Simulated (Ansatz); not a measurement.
# Os (P6_3/mmc) in Ansatz: notebook

One crystal, Os, is run at these levels: PBE; tasks: single point.

All numbers are computed with Ansatz 0.2.0; they aren't measurements. Logs are shortened: lines on timing, memory, paths and dates and some standing lists are left out, and cuts for length are marked.

**1. Starting point**

The structure is hexagonal, space group P6_3/mmc (No. 194). Conventional cell: a = 2.734 Å, b = 2.734 Å, c = 4.320 Å, α = 90.00°, β = 90.00°, γ = 120.00°. Os (site symmetry -6m2) has 12 Os at 2.68 to 2.73 Å as nearest neighbours.

**2. Single point, PBE**

input.yaml reads:

```yaml
crystal:
  lattice:
    - [2.7341, 0.0, 0.0]
    - [-1.36705, 2.3678000565, 0.0]
    - [0.0, 0.0, 4.3197]
  atoms:
    - { symbol: Os, position: [0.6666666667, 0.3333333333, 0.75] }
    - { symbol: Os, position: [0.3333333333, 0.6666666667, 0.25] }
kpoints:
  mp_grid: { grid: [4, 4, 2] }
scf:
  occupations: { method: fermi_dirac, width: 0.06 }
hamiltonian:
  xc: pbe
  pseudopotentials: { kind: all_electron, lapw: { basis_error: 0.004 } }
output:
  forces: true
  stress: true
  eigenvalues: true
```

Potentials or basis: all-electron LAPW, scalar-relativistic.

The run is started by

```bash
> ansatz run input.yaml --threads 1 --pin off --max-ram 3072MiB --backend cpu --events-out ev --progress --plain --runs-dir out
```

The program printed:

```text
Warning: RAYON_NUM_THREADS=1 ignored (pool sized by the plan → 1); use --threads N
LAPW: plane waves up to 8.119 Å⁻¹, error target 4.0e-3 eV per atom; small_component_spin mean_spin; Os in spheres of 1.338 Å, 40 of its electrons in bands, Dirac shells [] (how accurate: hamiltonian.pseudopotentials.lapw.basis_error, Limitations)
Engine: ansatz 0.2.0, x86_64-unknown-linux-gnu
Pseudopotentials: kind: all_electron
Pseudopotential: Os, LAPW, valence charge 40, lapw/all_electron/scalar/gaussian/Os, Koelling and Harmon's equation, gaussian nucleus
Functional definition: PBE
  parameter kappa = 0.804
  parameter beta = 0.06672455060314922
  exchange = pbe_x(kappa = kappa, mu = beta*pi^2/3)
  correlation = pbe_c(beta = beta)
Crystal: 2 atoms, lattice volume = 27.965 Å³
Basis set: ecut = 251.11751807299797 eV, 263 PW (Γ), exchange–correlation at level 2
Bands: 48, of which v1, the nominal top of the filled ones, is band 40 counted from 1 (39 counted from 0)
Symmetry: 24 space group operations
Space group: P63/mmc (ITA 194), of the structure as read, at distance tolerance 3.0e-5 Å
k-points: 8 of 32
Non-local potential: Os, projectors of the file, none
Initial density: superposition of atomic densities (chi_scale 0.1, normalization cell)
Initial wavefunctions: plane waves of lowest kinetic energy (no species holds an atomic orbital)
Functional: x = pbe(κ = 0.804, μ = 0.2195149727645171), c = pbe(β = 0.06672455060314922)
iter 1 solved again at ethr=1.27e-4 eV; its pass at ethr=1.00e-1 eV (dr2=1.02e-1 eV) is discarded
SCF iter   1: F=—  HF=-938852.367480 eV  |F-HF|=—  |Δ(HF+E_count)|=         —  Δρ=2.90e-2  dr2=1.02e-1  ethr=1.27e-4  ⟨swp⟩=3.0  Hψ=2438  notcnv=0
preconditioner: auto → Resta (q_TF=auto, 3.251 Å⁻¹)  ε∞=2.6  [insulator: Δε(μ)=0.179 eV  Ē_g=41.914 eV  σ=0.060 eV  W_gap=0.61  n_scr=22 (ndim 8)  ℏωp=52.5 eV  f_vac=0.000  D(μ)=1.77/eV (n_scr^D=22)  ε∞_Penn≈2.6]
SCF iter   2: F=—  HF=-938852.090371 eV  |F-HF|=—  |Δ(HF+E_count)|=   2.77e-1  Δρ=9.64e-3  dr2=1.57e-2  ethr=1.27e-4  ⟨swp⟩=2.2  Hψ=1187  notcnv=0
preconditioner: auto → Kerker (q_TF=auto, 3.251 Å⁻¹)  [metal: Δε(μ)=0.113 eV  Ē_g=42.725 eV  σ=0.060 eV  W_gap=0.38  n_scr=22 (ndim 8)  ℏωp=52.5 eV  f_vac=0.000  D(μ)=2.37/eV (n_scr^D=22)]
SCF iter   3: F=—  HF=-938852.073594 eV  |F-HF|=—  |Δ(HF+E_count)|=   1.68e-2  Δρ=7.25e-3  dr2=8.55e-3  ethr=1.97e-5  ⟨swp⟩=2.0  Hψ=1123  notcnv=0
SCF iter   4: F=—  HF=-938852.073357 eV  |F-HF|=—  |Δ(HF+E_count)|=   2.37e-4  Δρ=4.22e-3  dr2=3.32e-3  ethr=1.07e-5  ⟨swp⟩=2.0  Hψ=1123  notcnv=0
SCF iter   5: F=—  HF=-938852.073310 eV  |F-HF|=—  |Δ(HF+E_count)|=   4.75e-5  Δρ=1.54e-3  dr2=5.60e-4  ethr=4.14e-6  ⟨swp⟩=2.0  Hψ=1123  notcnv=0
iter 6 solved again at ethr=4.10e-8 eV; its pass at ethr=7.00e-7 eV (dr2=3.28e-5 eV) is discarded
SCF iter   6: F=—  HF=-938852.073271 eV  |F-HF|=—  |Δ(HF+E_count)|=   3.86e-5  Δρ=3.69e-4  dr2=3.28e-5  ethr=4.10e-8  ⟨swp⟩=2.0  Hψ=1910  notcnv=0
SCF iter   7: F=—  HF=-938852.073269 eV  |F-HF|=—  |Δ(HF+E_count)|=   2.20e-6  Δρ=8.42e-5  dr2=1.25e-6  ethr=4.10e-8  ⟨swp⟩=2.0  Hψ=1123  notcnv=0
SCF iter   8: F=-938852.073269 eV  HF=-938852.073269 eV  |F-HF|=6.98e-9  |Δ(HF+E_count)|=   1.20e-7  Δρ=1.68e-5  dr2=7.67e-8  ethr=1.56e-9  ⟨swp⟩=2.1  Hψ=1124  notcnv=0
SCF 1 converged in 8 iterations: F = -938852.073269 eV  dr2 = 7.67e-8
SCF converged after 8 iterations
Free energy (F): -938852.073269 eV
Harris-Foulkes:  -938852.073269 eV  (|F-HF|=6.98e-9)
Internal energy: -938852.044342 eV  (E = F + TS)
E sigma→0 (E₀):  -938852.058806 eV
Entropy (-TS):   -0.028927 eV (-14.463 meV/atom)
Fermi energy:    32.592540 eV
--- Per-component energies (eV) ---
  E_band       = -5007.797044
  E_kinetic    = 1058627.679497
  E_xc         = -18519.061947
  E_electrostatic = -1978960.661893  (all electrons and nuclei)
  E_smearing   = -0.028927  (= −TS)
  E_closure    = 0.000000  (closes the sum)
  E_atoms      = -938829.822605  (free atoms, spherical and without spin; not in F)
  Σ components = -938852.073269   (vs F -938852.073269, Δ=0.00e0)
  Basis errors (estimates in eV, not in F): energy 9.2e-4 per atom: plane waves 8.5e-4 (4.4e-4 summed), levels above the bands 5.0e-97, relativity 2.0e-7, radial functions 6.2e-5, core shells 1.2e-6; eigenvalues (radial functions only) 4.2e-6; not estimated: angular momenta, meshes, grids; target (lapw.basis_error) 4.0e-3; muffin-tin radii Os 1.338 Å
--- Forces (eV/Å), atoms counted from 1 ---
  atom   1  Os     0.00000000     0.00000000     0.00000000
  atom   2  Os     0.00000000    -0.00000000     0.00000000
  max |Σ_I F_I| component: 2.78e-17 eV/Å
--- Stress (GPa, compression-positive) ---
        9.365512       0.000000       0.000000
        0.000000       9.365512       0.000000
        0.000000       0.000000      -2.740287
  P = ⅓ Tr σ = 5.3302 GPa (53.302 kbar)
--- Band table (eV; the first three rows and the last of 8) ---
  k-point 0: bands = ["-234.7457", "-234.7457", "-234.7324", "-234.7324", "-234.7324", "-234.7324", "-234.7119", "-234.7119", "-234.7119", "-234.7119", "-53.7971", "-53.6799", "-14.3132", "-14.3039", "-14.3039", "-14.3007", "-14.2893", "-14.2893", "-14.2841", "-14.2841", "-14.2828", "-14.2828", "-14.2722", "-14.2712", "-14.2543", "-14.2532", "-13.8650", "-12.8538", "-12.8538", "-12.6895", "-12.6772", "-12.6772", "21.8024", "24.9752", "29.7504", "29.7504", "29.9617", "30.6008", "30.6008", "31.1975", "31.1975", "32.7400", "34.4659", "34.4659", "41.7903", "46.0683", "48.4570", "49.7734"]
  k-point 1: bands = ["-234.7457", "-234.7457", "-234.7324", "-234.7324", "-234.7324", "-234.7324", "-234.7119", "-234.7119", "-234.7119", "-234.7119", "-53.7387", "-53.7387", "-14.3074", "-14.3074", "-14.3003", "-14.3003", "-14.3003", "-14.3003", "-14.2797", "-14.2797", "-14.2797", "-14.2797", "-14.2717", "-14.2717", "-14.2538", "-14.2538", "-13.2947", "-13.2947", "-12.7660", "-12.7660", "-12.7660", "-12.7660", "24.2593", "24.2593", "29.1598", "29.1598", "29.5481", "29.5481", "29.5481", "29.5481", "33.6897", "33.6897", "33.6897", "33.6897", "45.7601", "45.7601", "50.0813", "50.0813"]
  k-point 2: bands = ["-234.7457", "-234.7457", "-234.7324", "-234.7324", "-234.7324", "-234.7324", "-234.7119", "-234.7119", "-234.7119", "-234.7119", "-53.7532", "-53.6659", "-14.3103", "-14.3057", "-14.3044", "-14.3011", "-14.2938", "-14.2897", "-14.2857", "-14.2833", "-14.2822", "-14.2789", "-14.2669", "-14.2661", "-14.2617", "-14.2609", "-13.6670", "-13.2335", "-13.0607", "-12.9755", "-12.7927", "-12.7350", "23.9772", "26.2661", "28.1585", "28.4083", "29.7593", "30.0228", "30.7952", "31.8356", "32.0400", "32.5229", "35.1877", "40.2792", "41.3197", "46.7476", "48.1499", "49.1502"]
  k-point 7: bands = ["-234.7457", "-234.7457", "-234.7324", "-234.7324", "-234.7324", "-234.7324", "-234.7119", "-234.7119", "-234.7119", "-234.7119", "-53.6805", "-53.6805", "-14.3050", "-14.3050", "-14.3025", "-14.3025", "-14.2995", "-14.2995", "-14.2822", "-14.2822", "-14.2794", "-14.2794", "-14.2687", "-14.2687", "-14.2614", "-14.2614", "-13.5966", "-13.5966", "-13.1615", "-13.1615", "-12.8805", "-12.8805", "26.3138", "26.3138", "28.2735", "28.2735", "29.2640", "29.2640", "31.0814", "31.0814", "35.0705", "35.0705", "37.6850", "37.6850", "43.8696", "43.8696", "46.7292", "46.7292"]
```

Run time: 8.2 s. Hardware: 1 thread of Intel Xeon at 2.50GHz (Skylake/Cascade Lake), shared host; peak memory 0.27 GiB.

What came out:

```
Free energy            : -938852.0733 eV
Pressure               : 5.3 GPa
Band gap on the k mesh : none (metal or under the smearing width)
```

Caveat: the k mesh is coarse (spacing up to 0.73 Å⁻¹), so the values aren't converged; the k mesh is thin for a metal, which can move the energy by tens of meV per atom. Spin-orbit coupling is left out, which matters for the levels of Os.

**3. Single point, PBE**

Changes to input.yaml since step 2:

```diff
@@ -9,8 +9,8 @@
 kpoints:
-  mp_grid: { grid: [4, 4, 2] }
+  mp_grid: { grid: [11, 11, 6] }
 scf:
-  occupations: { method: fermi_dirac, width: 0.06 }
+  occupations: { method: gaussian, width: 0.02 }
 hamiltonian:
   xc: pbe
-  pseudopotentials: { kind: all_electron, lapw: { basis_error: 0.004 } }
+  pseudopotentials: { kind: all_electron, lapw: { basis_error: 0.001 } }
 output:
```

Potentials or basis: all-electron LAPW, scalar-relativistic.

The run is started by

```bash
> ansatz run input.yaml --threads 1 --pin off --max-ram 3072MiB --backend cpu --events-out ev --progress --plain --runs-dir out
```

The program printed:

```text
Warning: RAYON_NUM_THREADS=1 ignored (pool sized by the plan → 1); use --threads N
LAPW: plane waves up to 8.799 Å⁻¹, error target 1.0e-3 eV per atom; small_component_spin mean_spin; Os in spheres of 1.338 Å, 40 of its electrons in bands, Dirac shells [] (how accurate: hamiltonian.pseudopotentials.lapw.basis_error, Limitations)
Engine: ansatz 0.2.0, x86_64-unknown-linux-gnu
Pseudopotentials: kind: all_electron
Pseudopotential: Os, LAPW, valence charge 40, lapw/all_electron/scalar/gaussian/Os, Koelling and Harmon's equation, gaussian nucleus
Functional definition: PBE
[... 43 lines left out ...]
--- Forces (eV/Å), atoms counted from 1 ---
  atom   1  Os     0.00000000     0.00000000     0.00000000
  atom   2  Os    -0.00000000    -0.00000000     0.00000000
  max |Σ_I F_I| component: 0.00e0 eV/Å
--- Stress (GPa, compression-positive) ---
        8.626262       0.000000       0.000000
        0.000000       8.626262      -0.000000
        0.000000      -0.000000       8.981004
  P = ⅓ Tr σ = 8.7445 GPa (87.445 kbar)
--- Band table (eV; the first three rows and the last of 64) ---
  k-point 0: bands = ["-234.7986", "-234.7986", "-234.7851", "-234.7851", "-234.7851", "-234.7851", "-234.7825", "-234.7825", "-234.7825", "-234.7825", "-53.8600", "-53.7433", "-14.3646", "-14.3553", "-14.3553", "-14.3523", "-14.3484", "-14.3473", "-14.3422", "-14.3422", "-14.3417", "-14.3417", "-14.3409", "-14.3409", "-14.3306", "-14.3295", "-13.8802", "-12.9320", "-12.9320", "-12.7553", "-12.7553", "-12.7081", "21.8000", "24.9448", "29.6940", "29.6940", "29.9467", "30.5391", "30.5391", "31.1866", "31.1866", "32.7595", "34.4460", "34.4460", "41.7817", "46.0439", "48.4650", "49.7360"]
  k-point 1: bands = ["-234.7986", "-234.7986", "-234.7851", "-234.7851", "-234.7851", "-234.7851", "-234.7825", "-234.7825", "-234.7825", "-234.7825", "-53.8522", "-53.7512", "-14.3640", "-14.3556", "-14.3556", "-14.3536", "-14.3482", "-14.3471", "-14.3457", "-14.3457", "-14.3409", "-14.3409", "-14.3379", "-14.3379", "-14.3305", "-14.3296", "-13.8057", "-12.9202", "-12.9202", "-12.7912", "-12.7673", "-12.7673", "22.1450", "24.9844", "29.5155", "29.5155", "29.7502", "30.3221", "30.3221", "31.6734", "31.6734", "31.7319", "34.4781", "34.4781", "43.2570", "45.4798", "48.6981", "49.8517"]
  k-point 2: bands = ["-234.7986", "-234.7986", "-234.7851", "-234.7851", "-234.7851", "-234.7851", "-234.7825", "-234.7825", "-234.7825", "-234.7825", "-53.8310", "-53.7726", "-14.3622", "-14.3564", "-14.3554", "-14.3554", "-14.3501", "-14.3501", "-14.3477", "-14.3470", "-14.3383", "-14.3383", "-14.3362", "-14.3362", "-14.3303", "-14.3298", "-13.5998", "-13.0147", "-12.8882", "-12.8882", "-12.7998", "-12.7998", "23.0830", "24.9135", "29.3226", "29.3723", "29.3723", "29.8740", "29.8740", "30.0153", "32.6607", "32.6607", "34.3110", "34.3110", "45.2111", "46.3470", "47.1554", "51.5288"]
  k-point 63: bands = ["-234.7986", "-234.7986", "-234.7851", "-234.7851", "-234.7851", "-234.7851", "-234.7825", "-234.7825", "-234.7825", "-234.7825", "-53.7371", "-53.7371", "-14.3553", "-14.3553", "-14.3547", "-14.3547", "-14.3529", "-14.3529", "-14.3463", "-14.3463", "-14.3395", "-14.3395", "-14.3380", "-14.3380", "-14.3361", "-14.3361", "-13.6500", "-13.6500", "-13.3375", "-13.3375", "-12.9140", "-12.9140", "26.6835", "26.6835", "27.9319", "27.9319", "29.2959", "29.2959", "31.4545", "31.4545", "34.4831", "34.4831", "40.4218", "40.4218", "42.2133", "42.2133", "44.7199", "44.7199"]
```

Run time: 49 s. Hardware: 1 thread of Intel Xeon at 2.50GHz (Skylake/Cascade Lake), shared host; peak memory 0.44 GiB.

What came out:

```yaml
Free_energy: -938851.7967 eV
Pressure: 8.7 GPa
Band_gap_on_the_k_mesh: none (metal or under the smearing width)
```

The run has no spin-orbit coupling, so splittings on Os are missing.

**4. Single point, PBE**

Changes to input.yaml since step 3:

```diff
@@ -11,3 +11,3 @@
 scf:
-  occupations: { method: gaussian, width: 0.02 }
+  occupations: { method: gaussian, width: 0.014 }
 hamiltonian:
```

The run is started by

```bash
> ansatz run input.yaml --threads 1 --pin off --max-ram 3072MiB --backend cpu --events-out ev --progress --plain --runs-dir out
```

Wall time 49 s (1 thread of Intel Xeon at 2.50GHz (Skylake/Cascade Lake), shared host); peak memory 0.44 GiB.

Results (log left out):

* Free energy: -938851.7966 eV
* Pressure: 8.7 GPa
* Band gap on the k mesh: none (metal or under the smearing width)

Stress tensor (GPa, compression positive):
```
8.64 0.00 0.00
0.00 8.64 0.00
0.00 0.00 8.96
```

Levels at points of the mesh, in eV from the Fermi level:
| k point | band 38 | band 39 | band 40 | band 41 | band 42 | band 43 |
| --- | --- | --- | --- | --- | --- | --- |
| (0.00, 0.00, 0.00) | -2.15 | -2.15 | -1.50 | -1.50 | 0.07 | 1.76 |
| (0.00, 0.00, -0.50) | -3.18 | -3.18 | -3.18 | 0.97 | 0.97 | 0.97 |

Spin-orbit coupling is left out, which matters for the levels of Os.

**5. Single point, PBE**

Changes to input.yaml since step 4:

```diff
@@ -11,3 +11,3 @@
 scf:
-  occupations: { method: gaussian, width: 0.014 }
+  occupations: { method: gaussian, width: 0.025 }
 hamiltonian:
```

Potentials or basis: all-electron LAPW, scalar-relativistic.

The run is started by

```bash
> ansatz run input.yaml --threads 1 --pin off --max-ram 3072MiB --backend cpu --events-out ev --progress --plain --runs-dir out
```

The program printed:

```text
[... 60 lines left out ...]
  k-point 1: bands = ["-234.7986", "-234.7986", "-234.7851", "-234.7851", "-234.7851", "-234.7851", "-234.7825", "-234.7825", "-234.7825", "-234.7825", "-53.8522", "-53.7512", "-14.3640", "-14.3555", "-14.3555", "-14.3536", "-14.3482", "-14.3471", "-14.3456", "-14.3456", "-14.3409", "-14.3409", "-14.3379", "-14.3379", "-14.3305", "-14.3296", "-13.8057", "-12.9203", "-12.9203", "-12.7912", "-12.7673", "-12.7673", "22.1450", "24.9844", "29.5155", "29.5155", "29.7502", "30.3221", "30.3221", "31.6734", "31.6734", "31.7319", "34.4781", "34.4781", "43.2570", "45.4798", "48.6981", "49.8517"]
  k-point 2: bands = ["-234.7986", "-234.7986", "-234.7851", "-234.7851", "-234.7851", "-234.7851", "-234.7825", "-234.7825", "-234.7825", "-234.7825", "-53.8310", "-53.7726", "-14.3622", "-14.3564", "-14.3553", "-14.3553", "-14.3501", "-14.3501", "-14.3477", "-14.3470", "-14.3383", "-14.3383", "-14.3362", "-14.3362", "-14.3303", "-14.3298", "-13.5998", "-13.0147", "-12.8882", "-12.8882", "-12.7998", "-12.7998", "23.0830", "24.9135", "29.3227", "29.3723", "29.3723", "29.8740", "29.8740", "30.0154", "32.6607", "32.6607", "34.3110", "34.3110", "45.2111", "46.3470", "47.1554", "51.5289"]
  k-point 63: bands = ["-234.7986", "-234.7986", "-234.7851", "-234.7851", "-234.7851", "-234.7851", "-234.7825", "-234.7825", "-234.7825", "-234.7825", "-53.7370", "-53.7370", "-14.3552", "-14.3552", "-14.3547", "-14.3547", "-14.3529", "-14.3529", "-14.3463", "-14.3463", "-14.3395", "-14.3395", "-14.3380", "-14.3380", "-14.3361", "-14.3361", "-13.6500", "-13.6500", "-13.3375", "-13.3375", "-12.9140", "-12.9140", "26.6835", "26.6835", "27.9319", "27.9319", "29.2959", "29.2959", "31.4545", "31.4545", "34.4831", "34.4831", "40.4218", "40.4218", "42.2133", "42.2133", "44.7199", "44.7199"]
```

Run time: 49 s. Hardware: 1 thread of Intel Xeon at 2.50GHz (Skylake/Cascade Lake), shared host; peak memory 0.44 GiB.

Results:

| Item | Value |
| --- | --- |
| Free energy | -938851.7968 eV |
| Pressure | 8.7 GPa |
| Band gap on the k mesh | none (metal or under the smearing width) |

Stress tensor (GPa, compression positive):
```
8.62 0.00 0.00
0.00 8.62 0.00
0.00 0.00 8.99
```

Levels at points of the mesh, in eV from the Fermi level:
```
            k point  band 36  band 37  band 38  band 39  band 40  band 41  band 42  band 43  band 44  band 45
 (0.00, 0.00, 0.00)    -2.99    -2.74    -2.15    -2.15    -1.50    -1.50     0.07     1.76     1.76     9.09
(0.00, 0.00, -0.50)    -3.52    -3.19    -3.19    -3.19    -3.19     0.97     0.97     0.97     0.97    13.05
```

**6. Overview**

```csv
k mesh,cutoff (eV),smearing,basis error allowed,mesh quality,gap on the mesh (eV),pressure (GPa)
4 × 4 × 2,251,fermi-dirac 0.06 eV,0.004 eV/atom,coarse,none,5.3
11 × 11 × 6,295,gaussian 0.02 eV,0.001 eV/atom,not flagged,none,8.7
11 × 11 × 6,295,gaussian 0.014 eV,0.001 eV/atom,not flagged,none,8.7
11 × 11 × 6,295,gaussian 0.025 eV,0.001 eV/atom,not flagged,none,8.7
```

Alike in all rows: task single point; level PBE; potentials or basis all-electron LAPW, scalar-relativistic; no spin polarisation; cell as given.

Caveats: some runs use coarse meshes; the k mesh is thin for a metal, which can move the energy by tens of meV per atom (some runs).

Compare energies only between runs with the same functional and basis.
